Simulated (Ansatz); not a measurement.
Runs of Ansatz 0.2.0 on Cu. It takes space group Fm-3m (No. 225, cubic). The conventional cell has a = 3.615 Å, b = 3.615 Å, c = 3.615 Å, α = 90.00°, β = 90.00°, γ = 90.00°. Cu (site symmetry m-3m) has 12 Cu at 2.56 Å as nearest neighbours. 

```tsv
task	level	cell	k mesh	cutoff (eV)	q mesh	points for each segment of the path	atoms under strain	gap on the mesh (eV)	pressure (GPa)	V0 of scaled cells (Å³/atom)	B0 (GPa)
single point	PBEsol	cell strained at random at fixed volume	13 × 13 × 13	420	-	-	-	none	-6.5	-	-
equation of state	PBE	as given	13 × 13 × 13	420	-	-	-	-	-	(b)	142
single point	PBEsol	as given	13 × 13 × 13	420	-	-	-	none	-6.6	-	-
equation of state	r2SCAN	as given	13 × 13 × 13	500	-	-	-	-	-	11.43	164
phonons	PBEsol	as given	12 × 12 × 12	420	4 × 4 × 4	8	-	none	-	-	-
equation of state	PBEsol	as given	13 × 13 × 13	420	-	-	-	-	-	11.31	(a)
elastic constants	PBEsol	as given	12 × 12 × 12	420	-	-	clamped	none	-6.6	-	-
```

Alike in all rows: potentials or basis Ansatz PAW; no spin polarisation; smearing fermi-dirac 0.05 eV.

**Question.** Estimate the missing entries.

**Answer.** (a) 169; (b) 11.95.

Caveats: the PAW data sets come from PBE, with cores solved anew for the run's functional, which leaves a small shift of forces and pressure (some runs); the PAW data sets were made with another functional, which shifts forces and pressure a little (some runs); the cell is more than 3 GPa from zero pressure, which shifts response properties (some runs); elastic constants of metals need much finer meshes, so these are rough (some runs).

A gap of «none» marks a metal or a gap under the smearing width.
